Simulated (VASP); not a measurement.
# Ca, energy along a vibration (SMASS = -2): which settings are enough?

Ca, Fm-3m (no. 225), atoms displaced along the mode, 2 atoms in the cell. PBEsol, energy along a line of displacements; PAW potentials Ca_sv (PBE set). VASP 6.6.1.

Wanted: harmonic frequency within 1 %.

Space group without the displacement: Fm-3m (no. 225); Mode: longitudinal mode at X.

POSCAR of the starting run:
```
Ca
1.0
    2.7942000000      2.7942000000      0.0000000000
   -2.7942000000      2.7942000000      0.0000000000
    0.0000000000      0.0000000000      5.5884000000
Ca
2
Direct
    0.0000000000      0.0000000000     -0.0071576838
    0.5000000000      0.5000000000      0.5071576838

    0.0000000000   0.0000000000   0.0100000000
    0.0000000000   0.0000000000  -0.0100000000
```

The series start from k mesh: 5 × 5 × 4; Cutoff (eV): 350; Step along the mode (Å): 0.02; Smearing width (eV): 0.15. Each series keeps the choices made before it, and each single choice may use up half of a tolerance.

## k mesh

| k mesh | Harmonic frequency (THz) | Time (s) |
|---|---|---|
| 2 × 2 × 2 | 4.402 | 24 |
| 3 × 3 × 2 | 4.968 | 30 |
| 4 × 4 × 3 | 4.519 | 40 |
| 5 × 5 × 4 | 4.556 | 68 |
| 6 × 6 × 5 | 4.525 | 106 |
| 8 × 8 × 6 | 4.604 | 219 |
| 10 × 10 × 7 (reference) | 4.589 | 315 |

Chosen: 8 × 8 × 6, the loosest value from which every tighter one stays within half of the tolerance.

## Cutoff (eV)

| Cutoff (eV) | Harmonic frequency (THz) | Time (s) |
|---|---|---|
| 190 | 5.351 | 117 |
| 230 | 4.549 | 158 |
| 270 | 4.613 | 146 |
| 310 | 4.573 | 136 |
| 350 | 4.604 | 219 |
| 400 (reference) | 4.637 | 314 |

Chosen: 400; the next looser run is off by more than half of the tolerance, so convergence isn't shown beyond this value.

## Smearing width (eV)

| Smearing width (eV) | Harmonic frequency (THz) | Time (s) |
|---|---|---|
| 0.4 | 4.605 | 348 |
| 0.3 | 4.589 | 364 |
| 0.2 | 4.605 | 297 |
| 0.15 | 4.613 | 333 |
| 0.1 (reference) | 4.623 | 302 |

Chosen: 0.2.

Also changed on the way, by series that aren't shown: Step along the mode (Å): 0.08.

## All choices together

| Input | Harmonic frequency (THz) | Time (s) |
|---|---|---|
| defaults on a coarse mesh (naive) | 4.449 | 4.2 |
| chosen settings | 4.605 | 297 |
| reference settings throughout | 4.644 | 487 |

The chosen settings stay within the tolerance of the reference run, but the reference itself isn't shown to be converged in: Cutoff (eV).

## The input

INCAR:
```
GGA = PS
PREC = Accurate
ENCUT = 400
EDIFF = 1E-7
ALGO = Normal
LREAL = False
LASPH = True
ISMEAR = 1
SIGMA = 0.2
ISYM = 0
LWAVE = False
LCHARG = False
IBRION = 0
SMASS = -2
POTIM = 1
NSW = 9
NELMIN = 4
IWAVPR = 11
KPAR = 2
```

KPOINTS:
```
Automatic mesh
0
Gamma
  8 8 6
  0 0 0
```

POSCAR:
```
Ca
1.0
    2.7942000000      2.7942000000      0.0000000000
   -2.7942000000      2.7942000000      0.0000000000
    0.0000000000      0.0000000000      5.5884000000
Ca
2
Direct
    0.0000000000      0.0000000000     -0.0286307351
    0.5000000000      0.5000000000      0.5286307351

    0.0000000000   0.0000000000   0.0400000000
    0.0000000000   0.0000000000  -0.0400000000
```

Commands:
```
cat potpaw_PBE.64/Ca_sv/POTCAR > POTCAR
mpirun -np 2 vasp_std > vasp.out
```

The chosen input took VASP 6.6.1 297 s on 2 cores (Intel Xeon Platinum 8259CL @ 2.50GHz (Skylake/Cascade Lake)), a shared host.

## An input that fails: POTIM multiplies the typed steps tenfold

It runs to its end, but against the unchanged starting input it is off by 941 % in the harmonic frequency.

Changes against the starting input:
```
- POTIM = 1
+ POTIM = 10
```
